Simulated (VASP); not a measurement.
# ZnO (P6_3mc) in VASP: notebook

One crystal, ZnO, is run at these levels: PBE; tasks: relaxation of cell and atoms.

Program: VASP 6.6.1. These are calculated values, not measurements. Logs are shortened: lines on timing, memory, paths and dates and some standing lists are left out, and cuts for length are marked.

**1. The crystal as given**

It takes space group P6_3mc (No. 186, hexagonal). The conventional cell has a = 3.249 Å, b = 3.249 Å, c = 5.206 Å, α = 90.00°, β = 90.00°, γ = 120.00°. Around Zn (site symmetry 3m) lie 4 O at 1.97 to 1.98 Å. Around O (site symmetry 3m) lie 4 Zn at 1.97 to 1.98 Å.

**2. Relaxation of cell and atoms, PBE**

Input file INCAR:

```
SYSTEM = ZnO
PREC = Accurate ; ENCUT = 600
EDIFF = 1E-6 ; ISMEAR = 0
SIGMA = 0.03 ; LREAL = .False.
LASPH = .True. ; NELM = 80
ALGO = Normal ; ISIF = 3
LWAVE = .False. ; LCHARG = .False.
GGA = PE ; IBRION = 2
NSW = 90 ; EDIFFG = -0.01
KPAR = 2
```

Input file KPOINTS:

```
regular mesh
0
Gamma
  9 9 5
  0 0 0
```

Input file POSCAR:

```
ZnO
1.0
    3.2493080000      0.0000000000      0.0000000000
   -1.6246540000      2.8139832700      0.0000000000
    0.0000000000      0.0000000000      5.2057090000
Zn O
2 2
Direct
    0.3333333300      0.6666666700      0.5000000000
    0.6666666700      0.3333333300      0.0000000000
    0.6666666700      0.3333333300      0.3790100000
    0.3333333300      0.6666666700      0.8790100000
```

Potentials or basis: VASP PAW PBE potentials, release 64 (Zn, O).

Started as:

```
cat potpaw_PBE.64/Zn/POTCAR potpaw_PBE.64/O/POTCAR > POTCAR
mpirun -np 2 vasp_std > vasp.out
```

OUTCAR:

```text
SYSTEM = ZnO
   PREC = Accurate
   ENCUT = 600
   EDIFF = 1E-6
   ISMEAR = 0
   LREAL = .False.
   LASPH = .True.
   NELM = 80
   ISIF = 3
   GGA = PE
   IBRION = 2
   NSW = 90
   EDIFFG = -0.01

 ion  position               nearest neighbor table
   1  0.333  0.667  0.500-   4 1.97   3 1.98   3 1.98   3 1.98
   2  0.667  0.333  0.000-   3 1.97   4 1.98   4 1.98   4 1.98
   3  0.667  0.333  0.379-   2 1.97   1 1.98   1 1.98   1 1.98
   4  0.333  0.667  0.879-   1 1.97   2 1.98   2 1.98   2 1.98

  LATTYP: Found a hexagonal cell.
 ALAT       =     3.2493080000
 C/A-ratio  =     1.6020977390

  Lattice vectors:

 A1 = (   3.2493080000,   0.0000000000,   0.0000000000)
 A2 = (  -1.6246540000,   2.8139832700,   0.0000000000)
 A3 = (   0.0000000000,   0.0000000000,   5.2057090000)

Analysis of symmetry for initial positions (statically):
=====================================================================
 Subroutine PRICEL returns:
 Original cell was already a primitive cell.

 Routine SETGRP: Setting up the symmetry group for a
 hexagonal supercell.

 Subroutine GETGRP returns: Found 12 space group operations
 (whereof  6 operations were pure point group operations)
 out of a pool of 24 trial point group operations.

The static configuration has the point symmetry C_3v.
 The point group associated with its full space group is C_6v.

Analysis of symmetry for dynamics (positions and initial velocities):
=====================================================================
 Subroutine PRICEL returns:
 Original cell was already a primitive cell.

 Routine SETGRP: Setting up the symmetry group for a
 hexagonal supercell.

 Subroutine GETGRP returns: Found 12 space group operations
 (whereof  6 operations were pure point group operations)
 out of a pool of 24 trial point group operations.

The dynamic configuration has the point symmetry C_3v.
 The point group associated with its full space group is C_6v.

 Subroutine INISYM returns: Found 12 space group operations
 (whereof  6 operations are pure point group operations),
 and found     1 'primitive' translations

----------------------------------------------------------------------------------------

                                     Primitive cell

  volume of cell :      47.5984

  direct lattice vectors                    reciprocal lattice vectors
     3.249308000  0.000000000  0.000000000     0.307757836  0.177684070  0.000000000
    -1.624654000  2.813983270  0.000000000     0.000000000  0.355368140  0.000000000
     0.000000000  0.000000000  5.205709000     0.000000000  0.000000000  0.192096792

  length of vectors
     3.249308000  3.249307998  5.205709000     0.355368140  0.355368140  0.192096792

  position of ions in fractional coordinates (direct lattice)
     0.333333330  0.666666670  0.500000000
     0.666666670  0.333333330  0.000000000
     0.666666670  0.333333330  0.379010000
     0.333333330  0.666666670  0.879010000

  ion indices of the primitive-cell ions
   primitive index   ion index
                 1           1
                 2           2
                 3           3
                 4           4

----------------------------------------------------------------------------------------

 KPOINTS: regular mesh

Automatic generation of k-mesh.
 Grid dimensions read from file:
 generate k-points for:    9    9    5

 Generating k-lattice:

  Cartesian coordinates                     Fractional coordinates (reciprocal lattice)
     0.034195315  0.019742674  0.000000000     0.111111111  0.000000000  0.000000000
     0.000000000  0.039485349  0.000000000     0.000000000  0.111111111  0.000000000
     0.000000000  0.000000000  0.038419358     0.000000000  0.000000000  0.200000000

  Length of vectors
     0.039485349  0.039485349  0.038419358

  Shift w.r.t. Gamma in fractional coordinates (k-lattice)
     0.000000000  0.000000000  0.000000000

 Subroutine IBZKPT returns following result:
 ===========================================

 Found     36 irreducible k-points:

 Following reciprocal coordinates:
            Coordinates               Weight
  0.000000  0.000000  0.000000      1.000000
  0.111111  0.000000  0.000000      6.000000
  0.222222  0.000000  0.000000      6.000000
  0.333333  0.000000  0.000000      6.000000
  0.444444  0.000000  0.000000      6.000000
  0.111111  0.111111  0.000000      6.000000
[... 16 lines left out ...]
  0.333333  0.222222  0.200000     24.000000
  0.333333  0.333333  0.200000      4.000000
 [... further k-points ...]
   k-points           NKPTS =     36   k-points in BZ     NKDIM =     36   number of bands    NBANDS=     22
   number of dos      NEDOS =    301   number of ions     NIONS =      4
   total plane-waves  NPLWV =  32928
   dimension x,y,z NGX =    28 NGY =   28 NGZ =   42
   dimension x,y,z NGXF=    56 NGYF=   56 NGZF=   84
   ions per type =               2   2
   NGX,Y,Z   is equivalent  to a cutoff of  14.33, 14.33, 13.41 a.u.
   NGXF,Y,Z  is equivalent  to a cutoff of  28.65, 28.65, 26.83 a.u.
 SYSTEM =  ZnO
   PREC   = accura    normal or accurate (medium, high low for compatibility)
   ISTART =      0    job   : 0-new  1-cont  2-samecut
   ICHARG =      2    charge: 1-file 2-atom 10-const
   ISPIN  =      1    spin polarized calculation?
   LNONCOLLINEAR =      F non collinear calculations
   LSORBIT =      F    spin-orbit coupling
   LASPH  =      T    aspherical Exc in radial PAW
   ENCUT  =  600.0 eV  44.10 Ry    6.64 a.u.   6.49  6.49 10.40*2*pi/ulx,y,z
   NELM   =     80;   NELMIN=  2; NELMDL= -5     # of ELM steps
   EDIFF  = 0.1E-05   stopping-criterion for ELM
   LREAL  =      F    real-space projection
   EDIFFG = -.1E-01   stopping-criterion for IOM
   NSW    =     90    number of steps for IOM
   IBRION =      2    ionic relax: 0-MD 1-quasi-New 2-CG
   NFREE  =      1    steps in history (QN), initial steepest desc. (CG)
   ISIF   =      3    stress and relaxation
   ISYM   =      2    0-nonsym 1-usesym 2-fastsym
   POTIM  = 0.5000    time-step for ionic-motion
   TEBEG  =    0.0;   TEEND  =   0.0 temperature during run
   PSTRESS=    0.0 pullay stress
   NELECT =      36.0000    total number of electrons
   NUPDOWN=      -1.0000    fix difference up-down
   EMIN   =  10.00;   EMAX   =-10.00  energy-range for DOS
   EFERMI =   0.00;   METHOD = LEGACY
   ISMEAR =     0;   SIGMA  =   0.03  broadening in eV -4-tet -1-fermi 0-gaus
   EFERMI_NEDOS =   21; number of points for ismear=-14 and -15
   IALGO  =     38    algorithm
   IMIX   =      4    mixing-type and parameters
     AMIX     =   0.40;   BMIX     =  1.00
     AMIX_MAG =   1.60;   BMIX_MAG =  1.00
  volume/ion in A,a.u.               =      11.90        80.30
  Fermi-wavevector in a.u.,A,eV,Ry     =   1.491574  2.818667 30.270160  2.224794
  Thomas-Fermi vector in A             =   2.604212
   LORBIT       =      0    0 simple, 1 ext, 2 COOP (PROOUT), +10 PAW based schemes
   GGA     = PE    functional components
   LHFCALC =     F    Hartree Fock is set to
   AEXX    =    0.0000 exact exchange contribution
   IVDW    =     0    specifies the selected vdW correction
   LEPSILON=     F    determine dielectric tensor
   LRPA    =     F    only Hartree local field effects (RPA)
 conjugate gradient relaxation of ions
 non-spin polarized calculation
 Gauss-broadening in eV      SIGMA  =   0.03
  energy-cutoff  :      600.00
  volume of cell :       47.60
 maximum number of plane-waves:      1605
 NGX is ok and might be reduce to    28
   NGX = 13   NGY = 13   NGZ = 21

--------------------------------------- Ionic step        1  -------------------------------------------

 number of electron      36.0000008 magnetization

 Free energy of the ion-electron system (eV)
  ---------------------------------------------------
  ext. energy  EPLUGINS =         0.00000000
  ---------------------------------------------------
  free energy    TOTEN  =       -17.82623977 eV

  energy without entropy =      -17.82623977  energy(sigma->0) =      -17.82623977

------------------------ aborting loop because EDIFF is reached ----------------------------------------

  FORCE on cell =-STRESS in cart. coord.  units (eV):
  Direction    XX          YY          ZZ          XY          YZ          ZX
  --------------------------------------------------------------------------------------
  -------------------------------------------------------------------------------------
  Total        1.5587780      1.5587780      2.0807874      0.0000000      0.0000000      0.0000000
  in kB       52.4689739     52.4689738     70.0399792      0.0000000      0.0000000      0.0000000
  external PRESSURE =      58.3259757 kB  Pullay stress =       0.0000000 kB
[... 95 lines left out ...]
  FREE ENERGIE OF THE ION-ELECTRON SYSTEM (eV)
  ---------------------------------------------------
  free  energy   TOTEN  =       -17.8619022608 eV

  energy  without entropy=      -17.8619022608  energy(sigma->0) =      -17.86190226

[... ionic steps 4 to 11 ...]

--------------------------------------- Ionic step       12  -------------------------------------------

 number of electron      36.0000014 magnetization

------------------------ aborting loop because EDIFF is reached ----------------------------------------

  FORCE on cell =-STRESS in cart. coord.  units (eV):
  Direction    XX          YY          ZZ          XY          YZ          ZX
  --------------------------------------------------------------------------------------
  -------------------------------------------------------------------------------------
  Total        0.0412281      0.0412281      0.0329300      0.0000000      0.0000000      0.0000000
  in kB        1.3328646      1.3328646      1.0645963      0.0000000      0.0000000      0.0000000
  external PRESSURE =       1.2434419 kB  Pullay stress =       0.0000000 kB
[... 61 lines left out ...]
  energy  without entropy=      -17.8619919266  energy(sigma->0) =      -17.86199193

--------------------------------------- Ionic step       14  -------------------------------------------

 number of electron      36.0000014 magnetization

 Free energy of the ion-electron system (eV)
  ---------------------------------------------------
  ext. energy  EPLUGINS =         0.00000000
  ---------------------------------------------------
  free energy    TOTEN  =       -17.86201502 eV

  energy without entropy =      -17.86201502  energy(sigma->0) =      -17.86201502

 E-fermi :   1.0008     XC(G=0): -10.6967

 val. band max:        0.8466079405   @ k =   0.0000   0.0000   0.0000
 cond. band min:       1.5681304039   @ k =   0.0000   0.0000   0.0000
 fundamental gap:      0.7215224633
 Fermi energy:         1.0008160492

 k-point     1 :       0.0000    0.0000    0.0000
  band No.  band energies     occupation
      1     -16.9296      2.00000
      2     -16.2693      2.00000
      3      -4.6669      2.00000
      4      -4.6669      2.00000
      5      -4.6244      2.00000
      6      -4.4914      2.00000
[... 574 lines left out ...]
      6      -4.0961      2.00000
[... 14 lines left out ...]
     21       8.5855      0.00000
     22       8.8913      0.00000

 [... further k-points ...]

------------------------ aborting loop because EDIFF is reached ----------------------------------------

  FORCE on cell =-STRESS in cart. coord.  units (eV):
  Direction    XX          YY          ZZ          XY          YZ          ZX
  --------------------------------------------------------------------------------------
  -------------------------------------------------------------------------------------
  Total        0.0130823      0.0130823      0.0292729      0.0000000      0.0000000      0.0000000
  in kB        0.4228363      0.4228363      0.9461387      0.0000000      0.0000000      0.0000000
  external PRESSURE =       0.5972704 kB  Pullay stress =       0.0000000 kB
[... 19 lines left out ...]
  FREE ENERGIE OF THE ION-ELECTRON SYSTEM (eV)
  ---------------------------------------------------
  free  energy   TOTEN  =       -17.8620150240 eV

  energy  without entropy=      -17.8620150240  energy(sigma->0) =      -17.86201502

 reached required accuracy - stopping structural energy minimisation
```

Wall time 64 s (2 MPI ranks of Intel Xeon 6975P-C (Granite Rapids), shared host); peak memory 0.19 GiB.

What came out:

```yaml
Free_energy: -17.8620 eV
Relaxed_volume: 12.39 Å³/atom
Relaxed_cell: a = 3.286 Å, b = 3.286 Å, c = 5.300 Å, α = 90.00°, β = 90.00°, γ = 120.00°
Space_group_after_relaxing_to_0.05_Å: P6_3mc (No. 186)
Energy_gained_by_relaxing: 8.9 meV/atom
Ionic_steps: 14
Pressure_after_relaxing: 0.1 GPa
Band_gap_on_the_k_mesh: 0.72 eV, direct
```

Forces in eV/Å, atoms in the order of the input:
```
Zn   0.000  0.000  0.003
Zn   0.000  0.000  0.003
O    0.000  0.000 -0.003
O    0.000  0.000 -0.003
```

The path:
```
step  energy change (eV)  largest force (eV/Å)  pressure (GPa)  volume (Å³)
   1              0.0000                0.0741            5.83        47.60
   2             -0.0270                0.0268           -2.61        50.64
   3             -0.0357                0.0011           -0.01        49.59
   4             -0.0357                0.0022           -0.06        49.63
   5             -0.0357                0.0108           -0.01        49.62
   6             -0.0357                0.0152           -0.10        49.62
   7             -0.0358                0.0116           -0.01        49.57
   8             -0.0357                0.0100            0.08        49.54
   9             -0.0357                0.0103            0.14        49.54
  10             -0.0358                0.0109            0.11        49.56
  11             -0.0358                0.0125            0.00        49.56
  12             -0.0358                0.0103            0.12        49.56
  13             -0.0358                0.0121            0.06        49.56
  14             -0.0358                0.0025            0.06        49.57
```

Final structure:
```
CELL_PARAMETERS angstrom
3.28636 0.00000 0.00000
-1.64318 2.84607 0.00000
0.00000 0.00000 5.29982
ATOMIC_POSITIONS crystal
Zn 0.33333 0.66667 0.49982
Zn 0.66667 0.33333 0.99982
O 0.66667 0.33333 0.37919
O 0.33333 0.66667 0.87919
```

**3. Relaxation of cell and atoms, PBE**

This run uses another cell than the first one, of 12.39 Å³/atom, 1.041 times its volume.

Input file INCAR:

```
SYSTEM = ZnO
PREC = Accurate ; ENCUT = 600
EDIFF = 1E-7 ; ISMEAR = 0
SIGMA = 0.03 ; LREAL = .False.
LASPH = .True. ; NELM = 80
ALGO = Normal ; ISIF = 3
LWAVE = .False. ; LCHARG = .False.
GGA = PE ; IBRION = 2
NSW = 90 ; EDIFFG = -0.005
KPAR = 2
```

KPOINTS is that of step 2.

Input file POSCAR:

```
ZnO                                     
1.0
    3.2863600658     -0.0000000000      0.0000000000
   -1.6431800329      2.8460713002     -0.0000000000
    0.0000000000     -0.0000000000      5.2998173486
  Zn              O             
     2     2
Direct
     0.3333333300000021    0.6666666699999979    0.4998171919517601
     0.6666666699999979    0.3333333300000021    0.9998171919517600
     0.6666666699999979    0.3333333300000021    0.3791928080482408
     0.3333333300000021    0.6666666699999979    0.8791928080482410
```

Potentials or basis: VASP PAW PBE potentials, release 64 (Zn, O).

Started as:

```
cat potpaw_PBE.64/Zn/POTCAR potpaw_PBE.64/O/POTCAR > POTCAR
mpirun -np 2 vasp_std > vasp.out
```

It took 22 s on 2 MPI ranks of Intel Xeon 6975P-C (Granite Rapids), shared host; peak memory 0.19 GiB.

The run converged. Its results:

* Free energy: -17.8656 eV
* Relaxed volume: 12.39 Å³/atom
* Relaxed cell: a = 3.287 Å, b = 3.287 Å, c = 5.300 Å, α = 90.00°, β = 90.00°, γ = 120.00°
* Space group after relaxing (to 0.05 Å): P6_3mc (No. 186)
* Energy gained by relaxing: 0.0 meV/atom
* Ionic steps: 3
* Pressure after relaxing: 0.0 GPa
* Band gap on the k mesh: 0.72 eV, direct

Forces on the atoms (eV/Å):
```
Zn   0.000  0.000  0.003
Zn   0.000  0.000  0.003
O    0.000  0.000 -0.003
O    0.000  0.000 -0.003
```

Final structure:
```
Zn O
1.0
     3.28650    0.00000    0.00000
    -1.64325    2.84619    0.00000
     0.00000    0.00000    5.30039
Zn O
2 2
Direct
  0.33333 0.66667 0.49983
  0.66667 0.33333 0.99983
  0.66667 0.33333 0.37918
  0.33333 0.66667 0.87918
```

Levels at points of the mesh, in eV from the valence-band top:
```csv
k point,band 14,band 15,band 16,band 17,band 18,band 19,band 20,band 21,band 22
"(0.00, 0.00, 0.00)",-0.75,-0.75,-0.08,0.00,0.00,0.72,5.07,8.06,12.69
```

(Part 1 of 2 ends here.)
